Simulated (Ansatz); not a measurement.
# Structure types of Ta compared at 19 GPa

Structure types of Ta are relaxed in primitive cells with their symmetry kept at 19 GPa, first on PAW files, then by LAPW. The enthalpy is E + pV at zero temperature, without zero-point motion. Only the types listed were tried, and differences under about 5 meV/atom are mesh noise.

Computed with Ansatz 0.2.0; functional PBE, scalar-relativistic. Settings: Fermi–Dirac smearing of 0.1 eV, no spin polarisation. Methods: LAPW: all electrons, basis error target 0.5 meV/atom; PAW: frozen-core files, cutoff 420 eV.

k meshes: fcc 16×16×16, bcc 17×17×17, hcp 15×15×8, omega 8×8×11, beta tin 16×16×16, diamond 12×12×12.

Spin–orbit coupling is left out, which matters for the heavy atoms.

Task: Which type is lowest in enthalpy, and by how much?

Result: bcc, 262 meV/atom below omega. The whole table:

```csv
start type,ends as,"a, b, c (Å)",V (Å³/atom),"H − H(lowest), LAPW (meV/atom)","same, PAW"
fcc,"fcc, Fm-3m","4.105, 4.105, 4.105",17.30,302.1,300.9
bcc,"bcc, Im-3m","3.229, 3.229, 3.229",16.83,0.0,0.0
hcp,"hcp, P6_3/mmc","2.824, 2.824, 4.979",17.19,327.1,326.9
omega,"omega, P6/mmm","4.715, 4.715, 2.659",17.06,261.8,262.2
beta tin,"beta tin, I4_1/amd","5.101, 5.101, 2.736",17.80,897.3,900.4
diamond,"diamond, Fd-3m","5.714, 5.714, 5.714",23.32,3840.0,3848.7
```

Task: Split the lead of bcc over omega into energy and pV.

Result: For omega less bcc: ΔE = +233.5 meV/atom, and p·ΔV = 19 GPa × +0.2381 Å³ × 6.242 meV/(GPa·Å³) = +28.2 meV/atom, together 261.7 meV/atom. bcc wins on both counts.
